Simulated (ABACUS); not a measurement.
# KCl (Sylvite) (Fm-3m) in ABACUS: further runs, part 2 of 2

ABACUS 3.10.1. Earlier steps stand in the parts before.

### 5 Equation of state, PBE, 29.28 Å³/atom (volume scaled by 0.94)

File run_abacus.py:

```python
"""ABACUS run from a structure file: ASE reads it, the script writes STRU, KPT and INPUT."""
import re
import subprocess
from ase.io import read
from ase.units import Bohr

atoms = read("KCl.xyz")
atoms = atoms[(-atoms.numbers).argsort(kind="stable")]  # ABACUS lists atoms element by element
pseudo = {'K': 'K.upf', 'Cl': 'Cl.upf'}
orbital = {'K': 'K_confined-atom_10au_2s1p.orb', 'Cl': 'Cl_confined-atom_7au_1s1p.orb'}
magmoms = None
kmesh = [6, 6, 6]
params = {
    'suffix': 'KCl',
    'calculation': 'scf',
    'basis_type': 'lcao',
    'pseudo_dir': './',
    'orbital_dir': './',
    'symmetry': 1,
    'dft_functional': 'pbe',
    'ecutwfc': 100,
    'pseudo_rcut': 10,
    'nspin': 1,
    'nbands': 9,
    'ks_solver': 'genelpa',
    'smearing_method': 'fd',
    'smearing_sigma': 0.00367493,
    'scf_thr': 1e-07,
    'scf_nmax': 100,
    'mixing_type': 'broyden',
    'mixing_beta': 0.7,
    'cal_force': 1,
    'cal_stress': 1,
    'out_mul': 1,
}

symbols = atoms.get_chemical_symbols()
elements = list(dict.fromkeys(symbols))
lines = ["ATOMIC_SPECIES"] + [f"{e} {atoms.get_masses()[symbols.index(e)]:.4f} {pseudo[e]}" for e in elements]
if orbital:
    lines += ["", "NUMERICAL_ORBITAL"] + [orbital[e] for e in elements]
lines += ["", "LATTICE_CONSTANT", f"{1 / Bohr:.10f}", "", "LATTICE_VECTORS"]
lines += [" ".join(f"{x:.10f}" for x in v) for v in atoms.cell]
lines += ["", "ATOMIC_POSITIONS", "Direct"]
for e in elements:
    lines += ["", e, "0.0", str(symbols.count(e))]
    for i, p in enumerate(atoms.get_scaled_positions(wrap=False)):
        if symbols[i] == e:
            mag = "" if magmoms is None else " mag " + " ".join(str(x) for x in (magmoms[i] if isinstance(magmoms[i], list) else [magmoms[i]]))
            lines.append(" ".join(f"{x:.10f}" for x in p) + " 1 1 1" + mag)
open("STRU", "w").write("\n".join(lines) + "\n")
open("KPT", "w").write("K_POINTS\n0\nGamma\n%d %d %d 0 0 0\n" % tuple(kmesh))
open("INPUT", "w").write("INPUT_PARAMETERS\n" + "".join(f"{k:<20s}{v}\n" for k, v in params.items()))

done = subprocess.run(['mpirun', '-np', '4', 'abacus'])
if done.returncode:
    raise SystemExit(done.returncode)
log = open("OUT.KCl/running_scf.log").read()
print("final energy (eV):", re.findall(r"FINAL_ETOT_IS (\S+)", log))
```

File KCl.xyz:

```xyz
2
Lattice="0.0000000000 3.0822383035 3.0822383035 3.0822383035 0.0000000000 3.0822383035 3.0822383035 3.0822383035 0.0000000000" Properties=species:S:1:pos:R:3 pbc="T T T"
K      0.0000000000      0.0000000000      0.0000000000
Cl     3.0822383035      3.0822383035      3.0822383035
```

Started as:

```sh
> OMP_NUM_THREADS=1 python run_abacus.py > log
```

Wall time 4.5 s (4 MPI ranks of Intel Xeon Platinum 8488C (Sapphire Rapids), shared host); peak memory 0.44 GiB.

These settings aren't checked as converged: the numbers below hold their error.

Results:

| Item | Value |
| --- | --- |
| Free energy | -1266.9403 eV |
| Pressure | 3.8 GPa |
| Band gap on the k mesh | 4.58 eV, direct |
| Mulliken charges | K +0.69; Cl -0.69 e |

Caveat: the atomic orbitals were generated for these runs and aren't a published set; Mulliken charges move with the basis; the orbitals of K, Rb and Cs are too short, which can make volumes 7 to 10 % small; the basis of atomic orbitals isn't converged, which shifts pressures, moduli and gaps.

### 6 Equation of state, PBE, 30.53 Å³/atom (volume scaled by 0.98)

run_abacus.py is that of step 5.

File KCl.xyz:

```xyz
2
Lattice="0.0000000000 3.1253521154 3.1253521154 3.1253521154 0.0000000000 3.1253521154 3.1253521154 3.1253521154 0.0000000000" Properties=species:S:1:pos:R:3 pbc="T T T"
K      0.0000000000      0.0000000000      0.0000000000
Cl     3.1253521154      3.1253521154      3.1253521154
```

Potentials or basis: PseudoDojo NC SR 0.4.1 PBE standard, SZ LCAO (the cutoffs set its grid).

Started as:

```sh
> OMP_NUM_THREADS=1 python run_abacus.py > log
```

Wall time 5 s (4 MPI ranks of Intel Xeon Platinum 8488C (Sapphire Rapids), shared host); peak memory 0.44 GiB.

The run converged, but some of its settings lie outside the range that counts as converged, so its numbers aren't taken as properties of the crystal.

What came out:

| Item | Value |
| --- | --- |
| Free energy | -1266.9876 eV |
| Pressure | 2.4 GPa |
| Band gap on the k mesh | 4.40 eV, direct |
| Mulliken charges | K +0.69; Cl -0.69 e |

Caveat: the atomic orbitals were generated for these runs and aren't a published set; Mulliken charges move with the basis; the orbitals of K, Rb and Cs are too short, which can make volumes 7 to 10 % small; the basis of atomic orbitals isn't converged, which shifts pressures, moduli and gaps.

### 7 Equation of state, PBE, 31.77 Å³/atom (volume scaled by 1.02)

run_abacus.py is that of step 6.

File KCl.xyz:

```xyz
2
Lattice="0.0000000000 3.1673081569 3.1673081569 3.1673081569 0.0000000000 3.1673081569 3.1673081569 3.1673081569 0.0000000000" Properties=species:S:1:pos:R:3 pbc="T T T"
K      0.0000000000      0.0000000000      0.0000000000
Cl     3.1673081569      3.1673081569      3.1673081569
```

Started as:

```sh
> OMP_NUM_THREADS=1 python run_abacus.py > log
```

It took 5.6 s on 4 MPI ranks of Intel Xeon Platinum 8488C (Sapphire Rapids), shared host; peak memory 0.44 GiB.

The run converged, but some of its settings lie outside the range that counts as converged, so its numbers aren't taken as properties of the crystal.

Results:

- Free energy: -1267.0156 eV
- Pressure: 1.3 GPa
- Band gap on the k mesh: 4.22 eV, direct
- Mulliken charges: K +0.69; Cl -0.69 e

Caveat: the atomic orbitals were generated for these runs and aren't a published set; Mulliken charges move with the basis; the orbitals of K, Rb and Cs are too short, which can make volumes 7 to 10 % small; the basis of atomic orbitals isn't converged, which shifts pressures, moduli and gaps.

### 8 Equation of state, PBE, 33.02 Å³/atom (volume scaled by 1.06)

run_abacus.py is that of step 7.

File KCl.xyz:

```xyz
2
Lattice="0.0000000000 3.2081811574 3.2081811574 3.2081811574 0.0000000000 3.2081811574 3.2081811574 3.2081811574 0.0000000000" Properties=species:S:1:pos:R:3 pbc="T T T"
K      0.0000000000      0.0000000000      0.0000000000
Cl     3.2081811574      3.2081811574      3.2081811574
```

Started as:

```sh
> OMP_NUM_THREADS=1 python run_abacus.py > log
```

It took 3.4 s on 4 MPI ranks of Intel Xeon Platinum 8488C (Sapphire Rapids), shared host; peak memory 0.44 GiB.

The run converged, but some of its settings lie outside the range that counts as converged, so its numbers aren't taken as properties of the crystal.

Results:

| Item | Value |
| --- | --- |
| Free energy | -1267.0279 eV |
| Pressure | 0.4 GPa |
| Band gap on the k mesh | 4.06 eV, direct |
| Mulliken charges | K +0.69; Cl -0.69 e |

Caveat: the atomic orbitals were generated for these runs and aren't a published set; Mulliken charges move with the basis; the orbitals of K, Rb and Cs are too short, which can make volumes 7 to 10 % small; the basis of atomic orbitals isn't converged, which shifts pressures, moduli and gaps.

### 9 Equation of state, PBE

Potentials or basis: PseudoDojo NC SR 0.4.1 PBE standard, SZ LCAO (the cutoffs set its grid).

No new run: the results of the series are fitted here.

The run converged, but some of its settings lie outside the range that counts as converged, so its numbers aren't taken as properties of the crystal.

What came out:

```
Equilibrium volume : 33.59 Å³/atom (rough: see the caveat)
Bulk modulus       : 19.8 GPa (rough)
```

Caveat: the atomic orbitals were generated for these runs and aren't a published set; the minimum lies outside the volumes run; the orbitals of K, Rb and Cs are too short, which can make volumes 7 to 10 % small; the basis of atomic orbitals isn't converged, which shifts pressures, moduli and gaps.

### 10 Band structure, MS2

File INPUT:

```
INPUT_PARAMETERS
suffix              KCl
calculation         nscf
basis_type          pw
pseudo_dir          ./
symmetry            -1
dft_functional      MGGA_X_MS2+GGA_C_REGTPSS
ecutwfc             86.0
pseudo_rcut         10
nspin               1
nbands              18
ks_solver           dav
smearing_method     fd
smearing_sigma      0.00367493
scf_thr             1e-08
scf_nmax            100
mixing_type         broyden
mixing_beta         0.7
mixing_tau          1
init_chg            file
pw_diag_thr         1e-07
out_band            1
kpar                4
```

File STRU:

```
ATOMIC_SPECIES
K 39.0983 K_ONCV_PBE-1.2.upf
Cl 35.4500 Cl_ONCV_PBE-1.2.upf

LATTICE_CONSTANT
1.8897261246

LATTICE_VECTORS
0.0000000000 3.1464700000 3.1464700000
3.1464700000 0.0000000000 3.1464700000
3.1464700000 3.1464700000 0.0000000000

ATOMIC_POSITIONS
Direct

K
0.0
1
0.0000000000 0.0000000000 0.0000000000 1 1 1

Cl
0.0
1
0.5000000000 0.5000000000 0.5000000000 1 1 1
```

File KPT:

```
K_POINTS
12
Line
0.00000000 0.00000000 0.00000000 10 // G
0.50000000 0.00000000 0.50000000 10 // X
0.50000000 0.25000000 0.75000000 10 // W
0.37500000 0.37500000 0.75000000 10 // K
0.00000000 0.00000000 0.00000000 10 // G
0.50000000 0.50000000 0.50000000 10 // L
0.62500000 0.25000000 0.62500000 10 // U
0.50000000 0.25000000 0.75000000 10 // W
0.50000000 0.50000000 0.50000000 10 // L
0.37500000 0.37500000 0.75000000 1 // K
0.62500000 0.25000000 0.62500000 10 // U
0.50000000 0.00000000 0.50000000 1 // X
```

Potentials or basis: SG15 ONCV 1.2 PBE, plane waves.

Started as:

```sh
> OMP_NUM_THREADS=1 mpirun -np 4 abacus > log
```

running log:

```text
ABACUS v3.10.1

               Atomic-orbital Based Ab-initio Computation at UStc

 ------------------------------------------------------------------------------------

 READING GENERAL INFORMATION
                           global_out_dir = OUT.KCl/
                           global_in_card = INPUT
                               pseudo_dir = ./
                              orbital_dir =
                                    DSIZE = 4
                                    GSIZE = 1

 READING UNITCELL INFORMATION
                                    ntype = 2
                  lattice constant (Bohr) = 1.88973
              lattice constant (Angstrom) = 1

 READING ATOM TYPE 1
                               atom label = K
                      L=0, number of zeta = 1
                      L=1, number of zeta = 1
                      L=2, number of zeta = 1
             number of atom for this type = 1

 READING ATOM TYPE 2
                               atom label = Cl
                      L=0, number of zeta = 1
                      L=1, number of zeta = 1
                      L=2, number of zeta = 1
             number of atom for this type = 1

                        TOTAL ATOM NUMBER = 2
DIRECT COORDINATES
    atom                   x                   y                   z     mag                  vx                  vy                  vz
taud_K1            0.0000000000        0.0000000000        0.0000000000  0.0000        0.0000000000        0.0000000000        0.0000000000
taud_Cl1            0.5000000000        0.5000000000        0.5000000000  0.0000        0.0000000000        0.0000000000        0.0000000000

                          Volume (Bohr^3) = 420.434
                             Volume (A^3) = 62.3018

 Lattice vectors: (Cartesian coordinate: in unit of a_0)
                   +0            +3.14647            +3.14647
             +3.14647                  +0            +3.14647
             +3.14647            +3.14647                  +0
 Reciprocal vectors: (Cartesian coordinate: in unit of 2 pi/a_0)
            -0.158908           +0.158908           +0.158908
            +0.158908           -0.158908           +0.158908
            +0.158908           +0.158908           -0.158908
 The esolver type has been set to : ksdft_pw

                PAO radial cut off (Bohr) = 10

 Read in pseudopotential file is K_ONCV_PBE-1.2.upf
                     pseudopotential type = NC
          exchange-correlation functional = PBE
                 nonlocal core correction = 0
                        valence electrons = 9
                                     lmax = 2
                           number of zeta = 0
                     number of projectors = 6
                           L of projector = 0
                           L of projector = 0
                           L of projector = 1
                           L of projector = 1
                           L of projector = 2
                           L of projector = 2
 XC functional updated to : MGGA_X_MS2+GGA_C_REGTPSS
          exchange-correlation functional = MGGA_X_MS2+GGA_C_REGTPSS
                PAO radial cut off (Bohr) = 10

 Read in pseudopotential file is Cl_ONCV_PBE-1.2.upf
                     pseudopotential type = NC
          exchange-correlation functional = PBE
                 nonlocal core correction = 0
                        valence electrons = 7
                                     lmax = 1
                           number of zeta = 0
                     number of projectors = 4
                           L of projector = 0
                           L of projector = 0
                           L of projector = 1
                           L of projector = 1
 XC functional updated to : MGGA_X_MS2+GGA_C_REGTPSS
          exchange-correlation functional = MGGA_X_MS2+GGA_C_REGTPSS
     initial pseudo atomic orbital number = 0

 SETUP THE ELECTRONS NUMBER
             electron number of element K = 9
       total electron number of element K = 9
            electron number of element Cl = 7
      total electron number of element Cl = 7
            AUTOSET number of electrons:  = 16
                           occupied bands = 8
                                   NBANDS = 18
                                   NLOCAL = 18

%%%%%%%%%%%%%%%%%%%%%%%%%%%%%%%%%%%%%%%%%%%%%%%%%%%%%%%%%%%%%%%%%%%%%%%%%%%%%%%%%%%%%%%%%%%%%%%%%%%%%%%%%%
 Warning: the number of valence electrons in pseudopotential > 1 for K: [Ar] 4s1
 Pseudopotentials with additional electrons can yield (more) accurate outcomes, but may be less efficient.
 If you're confident that your chosen pseudopotential is appropriate, you can safely ignore this warning.
%%%%%%%%%%%%%%%%%%%%%%%%%%%%%%%%%%%%%%%%%%%%%%%%%%%%%%%%%%%%%%%%%%%%%%%%%%%%%%%%%%%%%%%%%%%%%%%%%%%%%%%%%%

 SETUP THE PLANE WAVE BASIS
 energy cutoff for charge/potential (unit:Ry) = 344
            fft grid for charge/potential = [ 50, 50, 50 ]
                        fft grid division = [ 1, 1, 1 ]
        big fft grid for charge/potential = [ 50, 50, 50 ]
                                     nbxx = 125000
                                     nrxx = 125000

 SETUP PLANE WAVES FOR CHARGE/POTENTIAL
                    number of plane waves = 45239
                         number of sticks = 1663

 PARALLEL PW FOR CHARGE/POTENTIAL
     PROC   COLUMNS(POT)             PW
        1           1663          45239
 --------------- sum -------------------
        1           1663          45239
                            number of |g| = 414
                                  max |g| = 31.1103
                                  min |g| = 0

----------- Double Check Mixing Parameters Begin ------------
mixing_type: broyden
mixing_beta: 0.7
mixing_gg0: 1
mixing_gg0_min: 0.1
mixing_ndim: 8
----------- Double Check Mixing Parameters End ------------

 SETUP K-POINTS
                                    nspin = 1
                                   nkstot = 102
K-POINTS DIRECT COORDINATES
 KPOINTS    DIRECT_X    DIRECT_Y    DIRECT_Z  WEIGHT
       1  0.00000000  0.00000000  0.00000000  1.0000
       2  0.05000000  0.00000000  0.05000000  1.0000
       3  0.10000000  0.00000000  0.10000000  1.0000
       4  0.15000000  0.00000000  0.15000000  1.0000
       5  0.20000000  0.00000000  0.20000000  1.0000
       6  0.25000000  0.00000000  0.25000000  1.0000
[... 22 lines left out ...]
      29  0.40000000  0.35000000  0.75000000  1.0000
      30  0.38750000  0.36250000  0.75000000  1.0000
[... 72 further k points ...]

           k-point number in this process = 26
       minimum distributed K point number = 25

[... K-POINTS CARTESIAN COORDINATES: 26 rows ...]

[... K-POINTS DIRECT COORDINATES: 26 rows ...]

 SETUP PLANE WAVES FOR WAVE FUNCTIONS
     energy cutoff for wavefunc (unit:Ry) = 86
              fft grid for wave functions = [ 50, 50, 50 ]
                    number of plane waves = 6855
                         number of sticks = 475

 PARALLEL PW FOR WAVE FUNCTIONS
     PROC   COLUMNS(POT)             PW
        1            475           6855
 --------------- sum -------------------
        1            475           6855

 SETUP NONLOCAL PSEUDOPOTENTIALS IN PLANE WAVE BASIS
 K non-local projectors:
 projector 1 L=0
 projector 2 L=0
 projector 3 L=1
 projector 4 L=1
 projector 5 L=2
 projector 6 L=2
 Cl non-local projectors:
 projector 1 L=0
 projector 2 L=0
 projector 3 L=1
 projector 4 L=1
      TOTAL NUMBER OF NONLOCAL PROJECTORS = 26

 Init Non-Local PseudoPotential table :
 Init Non-Local-Pseudopotential done.

                                     npwx = 5769

 -------------------------------------------
 NONSELF-CONSISTENT
 -------------------------------------------
                                 init_chg = file
 try to read charge from file
 Read in the charge density: OUT.KCl//KCl-CHARGE-DENSITY.restart
 try to read kinetic energy density from file
 Read in the kinetic energy density: OUT.KCl//KCl-TAU-DENSITY.restart

 PW ALGORITHM --------------- ION=   1  ELEC=   1--------------------------------

 k(1/102) Iter steps (avg)=33 threshold=1e-07
 k(2/102) Iter steps (avg)=22 threshold=1e-07
 k(3/102) Iter steps (avg)=19 threshold=1e-07
 k(4/102) Iter steps (avg)=19 threshold=1e-07
 k(5/102) Iter steps (avg)=17 threshold=1e-07
 k(6/102) Iter steps (avg)=16 threshold=1e-07
 k(7/102) Iter steps (avg)=17 threshold=1e-07
 k(8/102) Iter steps (avg)=19 threshold=1e-07
 k(9/102) Iter steps (avg)=38 threshold=1e-07
 k(10/102) Iter steps (avg)=26 threshold=1e-07
[... 6 lines left out ...]
 k(17/102) Iter steps (avg)=34 threshold=1e-07
 k(18/102) Iter steps (avg)=36 threshold=1e-07
 k(19/102) Iter steps (avg)=27 threshold=1e-07
 k(20/102) Iter steps (avg)=24 threshold=1e-07
 k(21/102) Iter steps (avg)=25 threshold=1e-07
 k(22/102) Iter steps (avg)=26 threshold=1e-07
 k(23/102) Iter steps (avg)=26 threshold=1e-07
 k(24/102) Iter steps (avg)=27 threshold=1e-07
 k(25/102) Iter steps (avg)=27 threshold=1e-07
 k(26/102) Iter steps (avg)=25 threshold=1e-07
[... levels at 26 k points of this process ...]

 Density error is 0.00000000000
                          Error Threshold = 1.00000000000e-07
----------------------------------------------------------
     Energy           Rydberg                 eV
----------------------------------------------------------
 E_KohnSham     -86.1638876826       -1172.3198343148
 E_KS(sigma->0) -86.1638876826       -1172.3198343148
 E_Harris       -86.1638876826       -1172.3198343148
 E_band         -8.4955625836        -115.5880588526
 E_one_elec     -30.3984093237       -413.5915769386
 E_Hartree      19.0976218419        259.8364752990
 E_xc           -13.1962201556       -179.5437861789
 E_Ewald        -61.6668800451       -839.0209464963
 E_entropy(-TS) 0.0000000000         0.0000000000
 E_descf        0.0000000000         0.0000000000
 E_exx          0.0000000000         0.0000000000
 E_Fermi        0.4644917097         6.3197339256
----------------------------------------------------------

 charge density convergence is achieved
 final etot is -1172.3198343 eV
 EFERMI = 6.3197339256 eV

 STATE ENERGY(eV) AND OCCUPATIONS    NSPIN == 1
 1/26 kpoint (Cartesian) = 0.0000 0.0000 0.0000 (5769 pws)
       1       -26.8401      0.0196078
       2       -11.4200      0.0196078
       3       -8.30443      0.0196078
       4       -8.30443      0.0196078
       5       -8.30443      0.0196078
       6        2.27393      0.0196078
[... 98 lines left out ...]
       5       -8.27094      0.0196078
       6        1.58017      0.0196078
[... 10 lines left out ...]
      17        18.0839        0.00000
      18        18.4789        0.00000

[... levels at 20 further k points ...]

 --------------------------------------------
 !FINAL_ETOT_IS -1172.319834314776 eV
 --------------------------------------------

 Output bands in file: OUT.KCl/BANDS_1.dat
```

Run time: 52 s. Hardware: 4 MPI ranks of Intel Xeon 6975P-C (Granite Rapids), shared host; peak memory 0.6 GiB.

The run converged, but a check on its numbers failed (symmetry, net force, bounds or a known fault of this set-up), so they aren't taken as properties of the crystal.

Caveat: the density is read from an earlier self-consistent run, whose mesh may be coarse; the potentials were made for another functional, which shifts forces and pressure.

### 11 How close it comes

Step 2. A measured gap of KCl is 8.68 eV (a printed reference work, monograph); the calculated 5.19 eV misses it by -3.49 eV. The value is that of PBE, without temperature or zero-point motion. Semilocal functionals fall short of measured gaps as a rule.

Step 3. Against the measured gap of KCl, 8.68 eV (a printed reference work, monograph), the calculated 5.21 eV is off by -3.47 eV. The value is that of BLYP in an atomic basis (SPMS ONCV 1.0 PBE, DZP LCAO (the cutoffs set its grid)), whose error adds to the functional's,, without temperature or zero-point motion. Semilocal functionals fall short of measured gaps as a rule.
